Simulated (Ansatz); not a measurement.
# Transmission past a defect: (4,0) C nanotube, N in place of one C, part 2 of 5

What does the defect do to the conductance?

Ansatz 0.2.0; DFT PBE, plane waves, PAW; relaxation of a wire's period (the session's first sound run).

So far. Step 2 (Relaxation of atoms and period): The cell's length comes to 4.216 Å with spin left out.

### Step 3. The perfect wire

This step: DFT PBE, plane waves, PAW; channels and complex bands of a perfect wire (Ansatz 0.2.0).

At the relaxed period the Bloch states of the perfect wire are found at each energy: those that move forward count the open channels, and those that decay describe how a disturbance dies away inside the wire itself. An energy step of 0.035 eV is under the 0.039 eV that the program asks for its thermal average at 300 K.

input.yaml reads:

```yaml
crystal:
  lattice:
    - [9.932, 0.0, 0.0]
    - [0.0, 9.932, 0.0]
    - [0.0, 0.0, 4.2163403196]
  atoms:
    - { symbol: C, position: [0.330192775, 0.499977252, 0.002066957] }
    - { symbol: C, position: [0.499977252, 0.669761728, 0.002066957] }
    - { symbol: C, position: [0.499977252, 0.330192775, 0.002066957] }
    - { symbol: C, position: [0.669761728, 0.499977252, 0.002066957] }
    - { symbol: C, position: [0.330192775, 0.499977252, 0.331266377] }
    - { symbol: C, position: [0.499977252, 0.669761728, 0.331266377] }
    - { symbol: C, position: [0.499977252, 0.330192775, 0.331266377] }
    - { symbol: C, position: [0.669761728, 0.499977252, 0.331266377] }
    - { symbol: C, position: [0.37990611, 0.620048393, 0.502107724] }
    - { symbol: C, position: [0.37990611, 0.37990611, 0.502107724] }
    - { symbol: C, position: [0.620048393, 0.620048393, 0.502107724] }
    - { symbol: C, position: [0.620048393, 0.37990611, 0.502107724] }
    - { symbol: C, position: [0.37990611, 0.620048393, 0.83122561] }
    - { symbol: C, position: [0.37990611, 0.37990611, 0.83122561] }
    - { symbol: C, position: [0.620048393, 0.620048393, 0.83122561] }
    - { symbol: C, position: [0.620048393, 0.37990611, 0.83122561] }
kpoints:
  mp_grid: { grid: [1, 1, 19] }
scf:
  occupations: { method: fermi_dirac, width: 0.05 }
hamiltonian:
  xc: pbe
output:
  transmission:
    e_range: [-1.26, 1.26]
    de: 0.035
    kmesh: [1, 1]
    reduced_basis: true
    leads: [[0, 0]]
basis:
  ecutwfc: "350 eV"
```

Run with:

```console
$ ansatz run input.yaml --threads 4 --pin off --max-ram 16384MiB --backend cpu --events-out ev --progress --plain --runs-dir out
```

Numbers of over 12 decimals in the logs are rounded to 6 here.

The program printed:

```text
Warning: basis.ecutwfc = 350 eV is below the records' recommended 420 eV, and the density's cutoff is lower with it unless basis.ecutrho_ratio is high enough to keep the records' density cutoff: compare with a run at a higher cutoff
[...]
Crystal: 16 atoms, lattice volume = 415.919 Å³
Basis set: ecut = 350 eV, 6209 PW (Γ)
Bands: 48, of which v1, the nominal top of the filled ones, is band 32 counted from 1 (31 counted from 0)
Symmetry: 16 space group operations
[...]
k-points: 10 of 19
[...]
SCF iter   1: F=—  HF=-4002.728136 eV  |F-HF|=—  |Δ(HF+E_count)|=         —  Δρ=7.22e-3  dr2=1.55e-1  ethr=1.77e-3  ⟨swp⟩=10.9  Hψ=3027  notcnv=0  defer=59
[...]
SCF iter   7: F=-4002.708173 eV  HF=-4002.708173 eV  |F-HF|=2.98e-9  |Δ(HF+E_count)|=   4.93e-8  Δρ=1.10e-6  dr2=7.24e-9  ethr=1.56e-10  ⟨swp⟩=19.3  Hψ=2603  notcnv=0
SCF 1 converged in 7 iterations: F = -4002.708173 eV  dr2 = 7.24e-9
[...]
transmission: 7 of 7 steps passed
SCF converged after 7 iterations
Free energy (F): -4002.708173 eV
[...]
Internal energy: -4002.685812 eV  (E = F + TS)
E sigma→0 (E₀):  -4002.696993 eV
Entropy (-TS):   -0.022361 eV (-1.398 meV/atom)
Fermi energy:    -1.683816 eV
[...]
--- Band table (eV; the first three rows and the last of 10) ---
  k-point 0: bands = [... 28 lower, -2.8626, -2.4055, -2.3884, -1.0439, -1.0439, -0.7493, -0.7493, 2.7795, ... 12 higher]
  k-point 1: bands = [... 28 lower, -2.6406, -2.3954, -2.3793, -1.3125, -1.3125, -0.4942, -0.4942, 2.7352, ... 12 higher]
  k-point 2: bands = [... 28 lower, -2.3671, -2.3512, -2.3082, -1.6992, -1.6992, -0.1455, -0.1455, 2.6082, ... 12 higher]
  k-point 9: bands = [... 28 lower, -4.2270, -4.2270, -1.9904, -1.9823, -0.0055, 0.3539, 1.8459, 1.8951, ... 12 higher]
--- Transmission ---
  basis      : 725 plane waves across, 7 finite elements along
  points     : 1, standing for a mesh of 1 x 1
  filling    : by the input's occupations and mesh, since the crystals that have channels conduct as metals do. If one of these is a semiconductor, that mesh has misplaced its level
  energies   : 73 from -1.260000 to 1.260000 eV about the Fermi level, 0.035000 eV apart; the leads are filled to 0.000000 eV, and channels, transmission and decay are at 0.000000 eV
  crystal 0  : C16, at the sites [0, 0], period 4.2163 Å: whole cells are its period
    offset         : up to 0.0000 Å between an atom of the period and one for which it stands
    filled         : 5.9 meV over the level at which it is neutral
    channels       : 3.000000e0 a spin
    conductance    : 2.3564e14 S/m² at 300 K; may be off by some 0.0 % by where its bands' edges are placed, 0.0 % from the distance to neutral
```

It took 7.6 min on 4 threads of Arm Neoverse V1, shared host; peak memory 4.7 GiB.

Numbers from this step:

| Quantity | Value |
| --- | --- |
| energy at zero smearing | -4002.6970 eV |
| channels at the energy nearest the Fermi level, one spin | 3 |
| conductance of the lead as this run defines it | 3.000 G₀ |
| band gap | 0 eV |

Table of open channels of the lead, one spin by energy, zero at the Fermi level:

| energy (eV) | open channels of the lead, one spin |
| --- | --- |
| -1.26 | 2 |
| -1.19 | 2 |
| -1.12 | 3 |
| -1.05 | 3 |
| -0.98 | 3 |
| -0.91 | 3 |
| -0.84 | 3 |
| -0.77 | 3 |
| -0.70 | 5 |
| -0.63 | 5 |
| -0.59 | 5 |
| -0.53 | 5 |
| -0.46 | 5 |
| -0.39 | 5 |
| -0.32 | 5 |
| -0.24 | 3 |
| -0.17 | 3 |
| -0.10 | 3 |
| -0.04 | 3 |
| 0.00 | 3 |
| 0.04 | 3 |
| 0.10 | 3 |
| 0.17 | 3 |
| 0.24 | 3 |
| 0.32 | 3 |
| 0.39 | 3 |
| 0.46 | 3 |
| 0.53 | 3 |
| 0.59 | 3 |
| 0.63 | 1 |
| 0.70 | 1 |
| 0.77 | 1 |
| 0.84 | 1 |
| 0.91 | 1 |
| 0.98 | 3 |
| 1.05 | 3 |
| 1.12 | 3 |
| 1.19 | 3 |
| 1.26 | 3 |

The slowest values at each energy, most degenerate partners merged, listed up to 1.5 1/Å. Im kz of the slowest decaying states against energy, zero at the Fermi level:

| energy (eV) | decay 1 (Å⁻¹) | decay 2 (Å⁻¹) | decay 3 (Å⁻¹) | decay 4 (Å⁻¹) |
| --- | --- | --- | --- | --- |
| -1.26 | 0.0328 | 0.226 | 0.327 | 0.432 |
| -1.16 | 0.246 | 0.342 | 0.439 | 0.480 |
| -1.05 | 0.264 | 0.356 | 0.423 | 0.435 |
| -0.94 | 0.280 | 0.354 | 0.368 | 0.369 |
| -0.84 | 0.259 | 0.279 | 0.295 | 0.381 |
| -0.77 | 0.160 | 0.191 | 0.304 | 0.389 |
| -0.67 | 0.316 | 0.401 | 0.468 | 0.541 |
| -0.56 | 0.327 | 0.411 | 0.473 | 0.543 |
| -0.46 | 0.338 | 0.422 | 0.478 | 0.546 |
| -0.35 | 0.347 | 0.431 | 0.483 | 0.548 |
| -0.24 | 0.160 | 0.168 | 0.356 | 0.441 |
| -0.14 | 0.253 | 0.256 | 0.364 | 0.450 |
| -0.04 | 0.309 | 0.309 | 0.371 | 0.458 |
| 0.00 | 0.323 | 0.324 | 0.374 | 0.461 |
| 0.04 | 0.336 | 0.337 | 0.376 | 0.464 |
| 0.14 | 0.368 | 0.370 | 0.383 | 0.472 |
| 0.24 | 0.389 | 0.393 | 0.395 | 0.479 |
| 0.35 | 0.394 | 0.413 | 0.416 | 0.487 |
| 0.46 | 0.399 | 0.429 | 0.432 | 0.494 |
| 0.56 | 0.404 | 0.442 | 0.445 | 0.500 |
| 0.67 | 0.0194 | 0.408 | 0.452 | 0.456 |
| 0.77 | 0.0299 | 0.412 | 0.461 | 0.465 |
| 0.84 | 0.0270 | 0.414 | 0.465 | 0.469 |
| 0.94 | 0.417 | 0.470 | 0.475 | 0.520 |
| 1.05 | 0.420 | 0.474 | 0.478 | 0.522 |
| 1.16 | 0.423 | 0.476 | 0.481 | 0.524 |
| 1.26 | 0.425 | 0.476 | 0.481 | 0.525 |

By hand: the program gives 2.3564 × 10^14 S/m² over the cell's cross-section of 98.64 Å² = 9.864 × 10^-19 m², so one cell conducts 2.324 × 10^-4 S. Divided by G0 = 2e²/h = 7.748 × 10^-5 S this is 3.00 G0, a resistance of 4.30 kΩ.

At the computed energy nearest the Fermi level there are 3 channels a spin, and the thermal average gives 3.00 G₀.

(Part 2 of 5 ends here.)

[Logs are printed without paths, hosts, clocks, repeated set-up lines and the standing remarks that a program may print on its own settings, such as how far it seeks lower states.]

[Hosts, paths, dates, database ids (printed as entryN), source tags and the programs' standing remarks are cut or masked in the printed files.]
